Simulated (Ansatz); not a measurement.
# SrTiO3: the cost of one run

Program: Ansatz 0.2.0. Level of theory: DFT, PBE, plane-wave PAW, default files, scalar-relativistic, frozen cores. These are calculated values, not measurements.

## 1. The starting structure

Symmetry: I4/mcm, No. 140, tetragonal system. The conventional cell has a = 5.511 Å, b = 5.511 Å, c = 7.796 Å, α = 90.00°, β = 90.00°, γ = 90.00°. Sr (site symmetry -42m) has 12 O at 2.73 to 2.78 Å as nearest neighbours. Ti (site symmetry 4/m) has 6 O at 1.95 Å as nearest neighbours. Around O (site symmetry 422) lie 2 Ti at 1.95 Å and 4 Sr at 2.76 Å. O (site symmetry m2m) has 2 Ti at 1.95 Å and 4 Sr at 2.73 to 2.78 Å as nearest neighbours.

As a file:

```cif
data_structure
_symmetry_space_group_name_H-M 'I4/mcm'
_symmetry_Int_Tables_number 140
_cell_length_a 5.5110
_cell_length_b 5.5110
_cell_length_c 7.7960
_cell_angle_alpha 90.000
_cell_angle_beta 90.000
_cell_angle_gamma 90.000
_cell_volume 236.77
loop_
_atom_site_label
_atom_site_type_symbol
_atom_site_symmetry_multiplicity
_atom_site_Wyckoff_symbol
_atom_site_fract_x
_atom_site_fract_y
_atom_site_fract_z
_atom_site_occupancy
Sr1 Sr 4 b 0.00000 0.50000 0.25000 1
Ti1 Ti 4 c 0.00000 0.00000 0.00000 1
O1 O 4 a 0.00000 0.00000 0.25000 1
O2 O 8 h 0.24510 0.74510 0.00000 1
```

The earlier run gave: gap on the mesh 1.90 eV, largest force 0.016 eV/Å, pressure 5.5 GPa.

Site by site (atoms counted from 1):

```tsv
site	atoms	first shell	V_zz (10²¹ V/m²)	η	C_Q (MHz)
Sr	1, 2	12 O at 2.73–2.78 Å	-0.069	0.00	-0.506 (⁸⁷Sr)
Ti	3, 4	6 O at 1.95 Å	0.012	0.00	0.072 (⁴⁹Ti)
O5	5, 6	2 Ti at 1.95 Å, angle 180°; also 4 Sr at 2.76 Å	1.31	0.00	-0.811 (¹⁷O)
O7	7, 8, 9, 10	2 Ti at 1.95 Å, angle 178°; also 4 Sr at 2.73–2.78 Å	1.31	0.01	-0.812 (¹⁷O)
```

C_Q = eQV_zz/h, which is 24.18 MHz for Q = 1 b and V_zz = 10²¹ V/m²; η = (V_xx − V_yy)/V_zz. Quadrupole moments are those of Pyykkö's year-2017 table.

## 2. Z stretched by -3 %, ions relaxed

input.yaml reads:

```yaml
crystal:
  lattice:
    - [-2.7555, 2.7555, 3.78106]
    - [2.7555, -2.7555, 3.78106]
    - [2.7555, 2.7555, -3.78106]
  atoms:
    - { symbol: Sr, position: [0.75, 0.25, 0.5] }
    - { symbol: Sr, position: [0.25, 0.75, 0.5] }
    - { symbol: Ti, position: [0.0, 0.0, 0.0] }
    - { symbol: Ti, position: [0.5, 0.5, 0.0] }
    - { symbol: O, position: [0.25, 0.25, 0.0] }
    - { symbol: O, position: [0.75, 0.75, 0.0] }
    - { symbol: O, position: [0.7283236544, 0.2283236544, 0.9566473088] }
    - { symbol: O, position: [0.2283236544, 0.2716763456, 0.5] }
    - { symbol: O, position: [0.2716763456, 0.7716763456, 0.0433526912] }
    - { symbol: O, position: [0.7716763456, 0.7283236544, 0.5] }
kpoints:
  mp_grid: { grid: [8, 8, 8] }
scf:
  occupations: { method: fermi_dirac, width: 0.02 }
hamiltonian:
  xc: pbe
  pseudopotentials: { kind: paw, frozen_core: stored }
output:
  forces: true
  stress: true
  populations: true
  efg: { quadrupole_moments_barn: { Sr: 0.305, Ti: 0.247, O: -0.02558 } }
relax:
  f_tol: 0.02
  max_steps: 60
```

Started as:

```console
$ ansatz run input.yaml --threads 4 --pin off --max-ram 8192MiB --backend cpu --events-out ev --progress --plain --runs-dir out
```

What time and memory should one allow on 4 threads of Intel Xeon 6975P-C (Granite Rapids), shared host?

About 7 s, with a peak of 0.71 GiB.
